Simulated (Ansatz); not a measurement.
Abridged Ansatz (a program for electronic structure) output:

```
Pseudopotential: La, paw, valence charge 11
Pseudopotential: Al, paw, valence charge 3
Pseudopotential: O, paw, valence charge 6
Crystal: 10 atoms, lattice volume = 107.951 Å³
Basis set: ecut = 420 eV, 2085 PW (Γ), exchange–correlation on 72×72×72 points (8 copies of the dense FFT grid, shifted against one another)
Bands: 42, of which v1, the nominal top of the filled ones, is band 32 counted from 1 (31 counted from 0)
Symmetry: 12 space group operations
k-points: 65 of 512
Functional: x = pbesol(κ = 0.804, μ = 0.12345679012345678), c = pbesol(β = 0.046)
SCF iter   1: F=—  HF=-16755.414386 eV  |F-HF|=—  |Δ(HF+E_count)|=         —  Δρ=1.71e-2  dr2=2.64e-1  ethr=1.77e-3  ⟨swp⟩=4.1  Hψ=10702  notcnv=0
SCF iter   2: F=—  HF=-16755.346838 eV  |F-HF|=—  |Δ(HF+E_count)|=   6.75e-2  Δρ=2.89e-3  dr2=3.85e-3  ethr=4.13e-4  ⟨swp⟩=2.7  Hψ=5681  notcnv=0  defer=253
SCF 1 converged in 8 iterations: F = -16755.346629 eV  dr2 = 1.81e-11
SCF converged after 8 iterations
Free energy (F): -16755.346629 eV
Internal energy: -16755.346629 eV  (E = F + TS)
E sigma→0 (E₀):  -16755.346629 eV
Fermi energy:    13.365588 eV
--- Forces (eV/Å), atoms counted from 1 ---
  atom   1  La    -0.00000000    -0.00000000    -0.00000000
  atom   2  La     0.00000000    -0.00000000     0.00000000
  atom   3  Al    -0.00000000    -0.00000000     0.00000000
  atom   4  Al     0.00000000     0.00000000    -0.00000000
  atom   5  O     -0.00019529     0.00000000    -0.00000000
  atom   6  O      0.00009765    -0.00016913    -0.00000000
  atom   7  O      0.00009765     0.00016913     0.00000000
  atom   8  O      0.00019529    -0.00000000     0.00000000
  atom   9  O     -0.00009765     0.00016913     0.00000000
  atom  10  O     -0.00009765    -0.00016913    -0.00000000
--- Stress (GPa, compression-positive) ---
       -0.002879       0.000000       0.000000
        0.000000      -0.002879       0.000000
        0.000000       0.000000      -0.004424
  P = ⅓ Tr σ = -0.0034 GPa (-0.034 kbar)
```

Question: What was computed, and what are the main results?

Answer: LaAlO3, 10 atoms in the cell, with Ansatz, PBEsol, PAW, cutoff 420 eV, no spin-orbit coupling. The last SCF converged to F = -16755.346629 eV, or -1675.5347 eV per atom, at a pressure of 0.00 GPa. The total energy compares only with runs of the same code, potentials and settings.

Stability against distortions was not tested. The cell is LaAlO$_{3}$ (space group R-3c, No. 167).
